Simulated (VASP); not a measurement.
# Cr (Cmcm) in VASP: a series of runs

The runs below take Cr through single point, with PBEsol.

Everything below comes from runs of VASP 6.6.1. Logs are shortened: lines on timing, memory, paths and dates and some standing lists are left out, and cuts for length are marked.

**1. The crystal as given**

The structure is orthorhombic, space group Cmcm (No. 63). Conventional cell: a = 2.294 Å, b = 4.934 Å, c = 4.064 Å, α = 90.00°, β = 90.00°, γ = 90.00°. Cr (site symmetry m2m) has 8 Cr at 2.29 to 2.62 Å as nearest neighbours.

This isn't the form of Cr at room conditions, which is bcc.

**2. Single point, PBEsol, collinear spin, typed start**

File INCAR:

```
SYSTEM = Cr
ALGO = Normal
EDIFF = 1E-6
ENCUT = 520
GGA = PS
ISIF = 2
ISMEAR = 0
ISPIN = 2
LASPH = .True.
LCHARG = .False.
LMAXMIX = 4
LORBIT = 11
LREAL = .False.
LWAVE = .False.
MAGMOM = 3 3
NBANDS = 23
NELM = 150
PREC = Accurate
SIGMA = 0.1
```

File KPOINTS:

```
k-points
0
Gamma
  8 8 4
  0 0 0
```

File POSCAR:

```
Cr
1.0
    1.1470505050     -2.4670251200      0.0000000000
    1.1470505050      2.4670251200      0.0000000000
    0.0000000000      0.0000000000      4.0643107400
Cr
2
Direct
    0.1294674200      0.8705325800      0.7500000000
    0.8705325800      0.1294674200      0.2500000000
```

Potentials or basis: VASP PAW PBE potentials, release 64 (Cr_pv).

Launch:

```console
$ cat potpaw_PBE.64/Cr_pv/POTCAR > POTCAR
$ mpirun -np 1 vasp_std > vasp.out
```

OUTCAR:

```text
SYSTEM = Cr
   EDIFF = 1E-6
   ENCUT = 520
   GGA = PS
   ISIF = 2
   ISMEAR = 0
   ISPIN = 2
   LASPH = .True.
   LORBIT = 11
   LREAL = .False.
   NELM = 150
   PREC = Accurate

 ion  position               nearest neighbor table
   1  0.129  0.871  0.750-   2 2.40   2 2.40   2 2.62   2 2.62   2 2.62   2 2.62
   2  0.871  0.129  0.250-   1 2.40   1 2.40   1 2.62   1 2.62   1 2.62   1 2.62

  LATTYP: Found a base centered orthorhombic cell.
 ALAT       =     2.2941010100
 B/A-ratio  =     2.1507554456
 C/A-ratio  =     1.7716354782

  Lattice vectors:

 A1 = (   1.1470505050,  -2.4670251200,   0.0000000000)
 A2 = (   1.1470505050,   2.4670251200,   0.0000000000)
 A3 = (   0.0000000000,   0.0000000000,   4.0643107400)

Analysis of symmetry for initial positions (statically):
=====================================================================
 Subroutine PRICEL returns:
 Original cell was already a primitive cell.

 Routine SETGRP: Setting up the symmetry group for a
 base centered orthorhombic supercell.

 Subroutine GETGRP returns: Found  8 space group operations
 (whereof  4 operations were pure point group operations)
 out of a pool of  8 trial point group operations.

The static configuration has the point symmetry C_2h.
 The point group associated with its full space group is D_2h.

Analysis of symmetry for dynamics (positions and initial velocities):
=====================================================================
 Subroutine PRICEL returns:
 Original cell was already a primitive cell.

 Routine SETGRP: Setting up the symmetry group for a
 base centered orthorhombic supercell.

 Subroutine GETGRP returns: Found  8 space group operations
 (whereof  4 operations were pure point group operations)
 out of a pool of  8 trial point group operations.

The dynamic configuration has the point symmetry C_2h.
 The point group associated with its full space group is D_2h.

Analysis of structural, dynamic, and magnetic symmetry:
=====================================================================
 Subroutine PRICEL returns:
 Original cell was already a primitive cell.

 Routine SETGRP: Setting up the symmetry group for a
 base centered orthorhombic supercell.

 Subroutine GETGRP returns: Found  8 space group operations
 (whereof  4 operations were pure point group operations)
 out of a pool of  8 trial point group operations.

The overall configuration has the point symmetry C_2h.
 The point group associated with its full space group is D_2h.

 Subroutine INISYM returns: Found  8 space group operations
 (whereof  4 operations are pure point group operations),
 and found     1 'primitive' translations

----------------------------------------------------------------------------------------

                                     Primitive cell

  volume of cell :      23.0024

  direct lattice vectors                    reciprocal lattice vectors
     1.147050505 -2.467025120  0.000000000     0.435900597 -0.202673250  0.000000000
     1.147050505  2.467025120  0.000000000     0.435900597  0.202673250  0.000000000
     0.000000000  0.000000000  4.064310740     0.000000000  0.000000000  0.246044179

  length of vectors
     2.720650254  2.720650254  4.064310740     0.480713820  0.480713820  0.246044179

  position of ions in fractional coordinates (direct lattice)
     0.129467420  0.870532580  0.750000000
     0.870532580  0.129467420  0.250000000

  ion indices of the primitive-cell ions
   primitive index   ion index
                 1           1
                 2           2

----------------------------------------------------------------------------------------

 KPOINTS: k-points

Automatic generation of k-mesh.
 Grid dimensions read from file:
 generate k-points for:    8    8    4

 Generating k-lattice:

  Cartesian coordinates                     Fractional coordinates (reciprocal lattice)
     0.054487575 -0.025334156  0.000000000     0.125000000 -0.000000000  0.000000000
     0.054487575  0.025334156  0.000000000    -0.000000000  0.125000000  0.000000000
     0.000000000  0.000000000  0.061511045     0.000000000  0.000000000  0.250000000

  Length of vectors
     0.060089228  0.060089228  0.061511045

  Shift w.r.t. Gamma in fractional coordinates (k-lattice)
     0.000000000  0.000000000  0.000000000

 Subroutine IBZKPT returns following result:
 ===========================================

 Found     63 irreducible k-points:

 Following reciprocal coordinates:
            Coordinates               Weight
  0.000000  0.000000  0.000000      1.000000
  0.125000  0.000000  0.000000      4.000000
  0.250000  0.000000  0.000000      4.000000
  0.375000  0.000000  0.000000      4.000000
  0.500000  0.000000  0.000000      2.000000
  0.125000  0.125000  0.000000      2.000000
[... 16 lines left out ...]
  0.125000  0.000000  0.250000      8.000000
  0.250000  0.000000  0.250000      8.000000
 [... further k-points ...]
   k-points           NKPTS =     63   k-points in BZ     NKDIM =     63   number of bands    NBANDS=     23
   number of dos      NEDOS =    301   number of ions     NIONS =      2
   total plane-waves  NPLWV =  12000
   dimension x,y,z NGX =    20 NGY =   20 NGZ =   30
   dimension x,y,z NGXF=    40 NGYF=   40 NGZF=   60
   ions per type =               2
   NGX,Y,Z   is equivalent  to a cutoff of  12.22, 12.22, 12.27 a.u.
   NGXF,Y,Z  is equivalent  to a cutoff of  24.44, 24.44, 24.54 a.u.
 SYSTEM =  Cr
   PREC   = accura    normal or accurate (medium, high low for compatibility)
   ISTART =      0    job   : 0-new  1-cont  2-samecut
   ICHARG =      2    charge: 1-file 2-atom 10-const
   ISPIN  =      2    spin polarized calculation?
   LNONCOLLINEAR =      F non collinear calculations
   LSORBIT =      F    spin-orbit coupling
   LASPH  =      T    aspherical Exc in radial PAW
   ENCUT  =  520.0 eV  38.22 Ry    6.18 a.u.   5.06  5.06  7.56*2*pi/ulx,y,z
   NELM   =    150;   NELMIN=  2; NELMDL= -5     # of ELM steps
   EDIFF  = 0.1E-05   stopping-criterion for ELM
   LREAL  =      F    real-space projection
   EDIFFG = 0.1E-04   stopping-criterion for IOM
   NSW    =      0    number of steps for IOM
   IBRION =     -1    ionic relax: 0-MD 1-quasi-New 2-CG
   NFREE  =      0    steps in history (QN), initial steepest desc. (CG)
   ISIF   =      2    stress and relaxation
   ISYM   =      2    0-nonsym 1-usesym 2-fastsym
   POTIM  = 0.5000    time-step for ionic-motion
   TEBEG  =    0.0;   TEEND  =   0.0 temperature during run
   PSTRESS=    0.0 pullay stress
   NELECT =      24.0000    total number of electrons
   NUPDOWN=      -1.0000    fix difference up-down
   EMIN   =  10.00;   EMAX   =-10.00  energy-range for DOS
   EFERMI =   0.00;   METHOD = LEGACY
   ISMEAR =     0;   SIGMA  =   0.10  broadening in eV -4-tet -1-fermi 0-gaus
   EFERMI_NEDOS =   21; number of points for ismear=-14 and -15
   IALGO  =     38    algorithm
   IMIX   =      4    mixing-type and parameters
     AMIX     =   0.40;   BMIX     =  1.00
     AMIX_MAG =   1.60;   BMIX_MAG =  1.00
  volume/ion in A,a.u.               =      11.50        77.61
  Fermi-wavevector in a.u.,A,eV,Ry     =   1.660431  3.137760 37.511698  2.757032
  Thomas-Fermi vector in A             =   2.747669
   LORBIT       =     11    0 simple, 1 ext, 2 COOP (PROOUT), +10 PAW based schemes
   GGA     = PS    functional components
   LHFCALC =     F    Hartree Fock is set to
   AEXX    =    0.0000 exact exchange contribution
   IVDW    =     0    specifies the selected vdW correction
   LEPSILON=     F    determine dielectric tensor
   LRPA    =     F    only Hartree local field effects (RPA)
 spin polarized calculation
 Gauss-broadening in eV      SIGMA  =   0.10
  energy-cutoff  :      520.00
  volume of cell :       23.00
 maximum number of plane-waves:       646
   NGX = 11   NGY = 11   NGZ = 15

 number of electron      23.9999987 magnetization       0.0002844

 Free energy of the ion-electron system (eV)
  ---------------------------------------------------
  ext. energy  EPLUGINS =         0.00000000
  ---------------------------------------------------
  free energy    TOTEN  =       -19.79708676 eV

  energy without entropy =      -19.77776520  energy(sigma->0) =      -19.78742598

 E-fermi :  10.8585     XC(G=0): -13.8318

 val. band max:       10.8542112681   @ k =   0.3750   0.1250   0.0000
 cond. band min:      10.8780338523   @ k =   0.5000   0.2500   0.0000
 fundamental gap:      0.0238225843
 Fermi energy:        10.8585026351

 spin component 1

 k-point     1 :       0.0000    0.0000    0.0000
  band No.  band energies     occupation
      1     -32.4829      1.00000
      2     -31.9466      1.00000
      3     -31.6953      1.00000
      4     -31.5119      1.00000
      5     -31.4586      1.00000
      6     -31.4472      1.00000
[... 15 lines left out ...]
     22      26.7262      0.00000
     23      31.3359      0.00000
[... 575 lines left out ...]
      1     -32.2669      1.00000
      2     -32.0896      1.00000
      3     -32.0174      1.00000
      4     -31.9303      1.00000
      5     -31.7611      1.00000
      6     -31.5904      1.00000
[... 15 lines left out ...]
     22      27.0053      0.00000
     23      28.0997      0.00000

 [... further k-points ...]

 spin component 2

 k-point     1 :       0.0000    0.0000    0.0000
  band No.  band energies     occupation
      1     -32.4828      1.00000
      2     -31.9465      1.00000
      3     -31.6952      1.00000
      4     -31.5118      1.00000
      5     -31.4585      1.00000
      6     -31.4471      1.00000
[... 15 lines left out ...]
     22      26.7262      0.00000
     23      31.3359      0.00000
[... 575 lines left out ...]
      1     -32.2667      1.00000
      2     -32.0895      1.00000
      3     -32.0173      1.00000
      4     -31.9301      1.00000
      5     -31.7610      1.00000
      6     -31.5902      1.00000
[... 15 lines left out ...]
     22      27.0053      0.00000
     23      28.0998      0.00000

 [... further k-points ...]

------------------------ aborting loop because EDIFF is reached ----------------------------------------

  FORCE on cell =-STRESS in cart. coord.  units (eV):
  Direction    XX          YY          ZZ          XY          YZ          ZX
  --------------------------------------------------------------------------------------
  -------------------------------------------------------------------------------------
  Total       -0.1680394     -0.9845692      0.3978047      0.0000000     -0.0000000      0.0000000
  in kB      -11.7043908    -68.5778425     27.7081492      0.0000000     -0.0000000      0.0000000
  external PRESSURE =     -17.5246947 kB  Pullay stress =       0.0000000 kB

 VOLUME and BASIS-vectors are now :
 -----------------------------------------------------------------------------
  energy-cutoff  :      520.00
  volume of cell :       23.00
      direct lattice vectors                 reciprocal lattice vectors
     1.147050505 -2.467025120  0.000000000     0.435900597 -0.202673250  0.000000000
     1.147050505  2.467025120  0.000000000     0.435900597  0.202673250  0.000000000
     0.000000000  0.000000000  4.064310740     0.000000000  0.000000000  0.246044179

 POSITION                                       TOTAL-FORCE (eV/Angst)
 -----------------------------------------------------------------------------------
      1.14705      1.82823      3.04823         0.000000     -0.103006      0.000000
      1.14705     -1.82823      1.01608         0.000000      0.103006     -0.000000
 -----------------------------------------------------------------------------------
    total drift:                               -0.000000     -0.000000     -0.000000

  FREE ENERGIE OF THE ION-ELECTRON SYSTEM (eV)
  ---------------------------------------------------
  free  energy   TOTEN  =       -19.7970867582 eV

  energy  without entropy=      -19.7777652050  energy(sigma->0) =      -19.78742598

 total charge

# of ion       s       p       d       tot
------------------------------------------
    1        0.435   6.398   4.274  11.107
    2        0.435   6.398   4.274  11.107
--------------------------------------------------
tot          0.870  12.796   8.548  22.214

 magnetization (x)

# of ion       s       p       d       tot
------------------------------------------
    1       -0.000   0.000   0.000   0.000
    2       -0.000   0.000   0.000   0.000
--------------------------------------------------
tot         -0.000   0.000   0.000   0.000
```

It took 40 s on 1 thread of Intel Xeon Platinum 8488C (Sapphire Rapids), shared host; peak memory 0.16 GiB.

Results:

| Quantity | Value |
| --- | --- |
| Free energy | -19.7971 eV |
| Pressure | -1.8 GPa |
| Largest force | 0.103 eV/Å |
| Band gap on the k mesh | none (metal or under the smearing width) |
| Net moment | 0.00 μB per cell |
| Valence electrons inside the program's atomic spheres | Cr 11.11 |

Forces on the atoms (eV/Å):
```
Cr   0.000 -0.103  0.000
Cr   0.000  0.103  0.000
```

Levels at points of the mesh, in eV from the Fermi level:
Spin up:
| k point | band 10 | band 11 | band 12 | band 13 | band 14 | band 15 |
| --- | --- | --- | --- | --- | --- | --- |
| (0.00, 0.00, 0.00) | -1.96 | -0.87 | 0.16 | 0.98 | 1.01 | 1.02 |
| (0.50, 0.00, 0.00) | -1.36 | -0.29 | 0.03 | 0.25 | 1.84 | 2.06 |
| (0.50, 0.50, 0.00) | -2.43 | -1.95 | -1.43 | 0.52 | 2.04 | 2.55 |
| (0.00, 0.00, 0.50) | -1.97 | -1.18 | -1.18 | 0.52 | 0.52 | 0.79 |
| (0.50, 0.00, 0.50) | -2.39 | 0.08 | 0.08 | 1.33 | 1.33 | 2.38 |
| (0.50, 0.50, 0.50) | -2.73 | 0.31 | 0.31 | 1.51 | 1.51 | 2.29 |
Spin down:
```csv
k point,band 8,band 9,band 10,band 11,band 12,band 13,band 14,band 15,band 16,band 17
"(0.00, 0.00, 0.00)",-4.35,-2.19,-1.96,-0.87,0.16,0.98,1.01,1.02,1.67,1.83
"(0.50, 0.00, 0.00)",-3.83,-3.79,-1.36,-0.29,0.03,0.25,1.84,2.06,2.25,4.40
"(0.50, 0.50, 0.00)",-3.50,-2.61,-2.43,-1.95,-1.43,0.52,2.04,2.55,2.71,3.84
"(0.00, 0.00, 0.50)",-5.55,-1.97,-1.97,-1.18,-1.18,0.52,0.52,0.79,0.79,2.30
"(0.50, 0.00, 0.50)",-4.18,-2.39,-2.39,0.08,0.08,1.33,1.33,2.38,2.38,4.81
"(0.50, 0.50, 0.50)",-4.36,-2.73,-2.73,0.31,0.31,1.51,1.51,2.29,2.29,2.44
```

Caveat: the k mesh is coarse (spacing up to 0.39 Å⁻¹), so the values aren't converged; the starting moments collapsed, and a magnetic state may lie lower; the PAW data sets were made with another functional, which shifts forces and pressure a little.

[end of part 1 of 2]
